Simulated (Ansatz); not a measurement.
# ZnS: phonons with LDA

**The experiment to reproduce.**

“Electronic, vibrational, and thermodynamic properties of ZnS (zincblende and rocksalt structure)”, 2009, arxiv:0911.5022 quotes, for a bulk crystal of ZnS at 19 K: band gap 3.85 eV (direct).

From a printed reference work, monograph, for a bulk crystal of ZnS: high-frequency dielectric constant 5.14.

Crystal: ZnS.

```
Zn S
1.0
     0.00000    2.70200    2.70200
     2.70200    0.00000    2.70200
     2.70200    2.70200    0.00000
Zn S
1 1
Cartesian
  4.0530 4.0530 4.0530
  0.0000 0.0000 0.0000
```

```
Program                             : Ansatz 0.2.0
Task                                : phonons
Functional                          : LDA
Potentials or basis                 : Ansatz PAW
Cutoff                              : 420 eV (not typed: the program's choice for these potentials)
k mesh                              : 7 × 7 × 7
Occupations                         : fixed
Spin                                : no spin polarisation
q mesh                              : 2 × 2 × 2
Path                                : [["G", "X", "W", "K", "G", "L", "U", "W", "L", "K"], ["U", "X"]]
Points for each segment of the path : 8
```

```yaml
Band_gap_on_the_k_mesh: 1.86 eV, direct
Electronic_dielectric_tensor_diagonal: 6.23
Born_charges_mean_of_the_diagonal: Zn +1.99; S -1.99 e
Highest_phonon_frequency_LO-TO_splitting_left_out: 318 cm⁻¹
Static_dielectric_tensor_diagonal: 9.58
```

Levels at points of the mesh, in eV from the valence-band top:
| k point | band 5 | band 6 | band 7 | band 8 | band 9 | band 10 | band 11 | band 12 | band 13 |
| --- | --- | --- | --- | --- | --- | --- | --- | --- | --- |
| (0.00, 0.00, 0.00) | -6.00 | -6.00 | 0.00 | 0.00 | 0.00 | 1.86 | 6.22 | 6.22 | 6.22 |

Phonon frequencies in cm⁻¹ (negative: imaginary):
```tsv
q point	frequencies
(0.000, 0.000, 0.000)	0 0 0 262 262 262
(0.000, 0.000, -0.500)	76 76 190 274 274 318
(0.000, -0.500, -0.500)	96 96 203 292 292 309
```

Electronic dielectric tensor:
```
6.23 0.00 0.00
0.00 6.23 0.00
0.00 0.00 6.23
```

Born effective charge tensors (e):
atom 1, Zn
```
1.99 0.00 0.00
0.00 1.99 0.00
0.00 0.00 1.99
```
atom 2, S
```
-1.99  0.00  0.00
 0.00 -1.99  0.00
 0.00  0.00 -1.99
```

Static dielectric tensor, electrons and zone-centre modes:
```
9.58 0.00 0.00
0.00 9.58 0.00
0.00 0.00 9.58
```

Wall time 2.4 min on 2 threads of Intel(R) Xeon(R) Platinum 8259CL CPU @ 2.50GHz (Skylake/Cascade Lake), on a shared host, peak memory 0.83 GiB.

Measured gap of ZnS: 3.85 eV (direct; 19 K; quoted in “Electronic, vibrational, and thermodynamic properties of ZnS (zincblende and rocksalt structure)”, 2009, arxiv:0911.5022). This calculation gives 1.86 eV (-1.99 eV). So large a miss can be the level of theory's own, or it may mean another phase, state or a wrong row. The value is that of LDA, without temperature or zero-point motion. Semilocal functionals fall short of measured gaps as a rule. A measured high-frequency dielectric constant of ZnS is 5.14 (a printed reference work, monograph); the calculated 6.23 misses it by +21.3 %.

Caveat: odd divisions of the mesh miss points on the zone boundary, where band edges often lie, so the gap on the mesh can be too wide; the q mesh is small, so phonon branches between its points and thermal values are rough.
